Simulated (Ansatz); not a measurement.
Input:

GeO$_{2}$:
```yaml
crystal:
  lattice:
    - [4.40856, 0.00000, 0.00000]
    - [0.00000, 4.40856, 0.00000]
    - [0.00000, 0.00000, 2.86215]
  atoms:
    - { symbol: Ge, position: [0.50000, 0.50000, 0.50000] }
    - { symbol: Ge, position: [0.00000, 0.00000, 0.00000] }
    - { symbol: O, position: [0.69362, 0.69362, 0.00000] }
    - { symbol: O, position: [0.30638, 0.30638, 0.00000] }
    - { symbol: O, position: [0.80638, 0.19362, 0.50000] }
    - { symbol: O, position: [0.19362, 0.80638, 0.50000] }
```

This is the HSE06-relaxed structure.

Problem. All from plane-wave PAW HSE06 (Ansatz code), unless another level is named. Give the band gap.

Solution. 3.82 eV (direct).

Problem. Predict the valence-band maximum.

Solution. at Γ.

Space group P4_2/mnm (rutile). The cell was relaxed with HSE06 under the symmetry of its start. The hybrid was solved on a coarse mesh, the path and, where they were found, the r²SCAN edge points; its band edges are the extreme levels among these. Spin–orbit coupling is left out wherever it is not named.

Potentials: the later of the program's two PAW sets.
